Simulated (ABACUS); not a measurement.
Here is an ABACUS 3.10.1 calculation.

INPUT

```
INPUT_PARAMETERS
suffix              InAs
calculation         cell-relax
basis_type          pw
pseudo_dir          ./
latname             fcc
symmetry            1
dft_functional      LDA_X+LDA_C_PW
ecutwfc             40
pseudo_rcut         10
nspin               1
nbands              13
ks_solver           dav
smearing_method     fd
smearing_sigma      0.00367493
scf_thr             1e-08
scf_nmax            100
mixing_type         broyden
mixing_beta         0.7
cal_force           1
cal_stress          1
ecutrho             320
relax_nmax          60
force_thr_ev        0.02
relax_method        cg
out_stru            1
stress_thr          1
kpar                4
```

STRU

```
ATOMIC_SPECIES
In 114.8180 in_lda_v1.4.uspp.F.UPF
As 74.9216 as_lda_v1.uspp.F.UPF

LATTICE_CONSTANT
11.4063868882

ATOMIC_POSITIONS
Direct

In
0.0
1
0.0000000000 0.0000000000 0.0000000000 1 1 1

As
0.0
1
0.2500000000 0.2500000000 0.2500000000 1 1 1
```

File KPT:

```
K_POINTS
0
Gamma
6 6 6 0 0 0
```

Potentials or basis: GBRV ultrasoft 1.5 LDA, plane waves.

Run with:

```bash
$ OMP_NUM_THREADS=1 mpirun -np 4 abacus > log
```

Q: Estimate the relaxed volume.

A: 27.19 Å³/atom.

Q: Estimate the space group after relaxing (to 0.05 Å).

A: F-43m (No. 216).

Q: Predict the relaxed cell.

A: a = 4.252 Å, b = 4.252 Å, c = 4.252 Å, α = 60.00°, β = 60.00°, γ = 60.00°.

Q: What does it give for the band gap on the k mesh?

A: None (metal or under the smearing width).

Final structure:
```
In As
1.0
    -3.00694    0.00000    3.00694
     0.00000    3.00694    3.00694
    -3.00694    3.00694    0.00000
In As
1 1
Cartesian
  0.0000 0.0000 0.0000
  -1.5035 1.5035 1.5035
```

Caveat: this crystal is a semiconductor, whose small gap the functional closes, so the metal is an error of the method. Zero-point motion and thermal expansion aren't in these numbers.
